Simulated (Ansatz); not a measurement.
V:

```xyz
1
Lattice="0.0000 1.8159 1.8159 1.8159 0.0000 1.8159 1.8159 1.8159 0.0000" Properties=species:S:1:pos:R:3 pbc="T T T"
V     0.0000    0.0000    0.0000
```

This isn't the form of V at room conditions, which is bcc.

The cell isn't the ideal one: volume scaled by 0.88.

```yaml
Program: Ansatz 0.2.0
Task: relaxation of cell and atoms
Functional: PBE
Dispersion: D4
Potentials_or_basis: all-electron LAPW, relativistic spinors
Basis_error_allowed: 0.001 eV/atom
k_mesh: 9 × 9 × 9
Occupations: gaussian, width 0.05 eV
Spin: non-collinear spin, random start, spin-orbit coupling
Starting_moments: "[[0.116, -0.232, -0.607]] μB"
```

At the start: volume 11.98 Å³/atom.

Problem. How do energy, volume and symmetry change on relaxing?

Solution. Over 5 steps the energy falls by 142.8 meV/atom and the volume is 13.62 Å³/atom (+13.7 %); space group Fm-3m (No. 225, to 0.05 Å); moment 0.00 μB per cell.

Step by step:
| step | energy change (eV) | largest force (eV/Å) | volume (Å³) |
| --- | --- | --- | --- |
| 1 | 0.0000 | 0.0000 | 11.98 |
| 2 | -0.1400 | 0.0000 | 13.37 |
| 3 | -0.1427 | 0.0000 | 13.58 |
| 4 | -0.1428 | 0.0000 | 13.62 |
| 5 | -0.1428 | 0.0000 | 13.62 |

Final structure:
```yaml
crystal:
  lattice:
    - [0.00000, 1.89560, 1.89560]
    - [1.89560, 0.00000, 1.89560]
    - [1.89560, 1.89560, 0.00000]
  atoms:
    - { symbol: V, position: [0.00000, 0.00000, 0.00000] }
```

Caveat: the magnetic state may not be the lowest; the starting moments weren't kept.
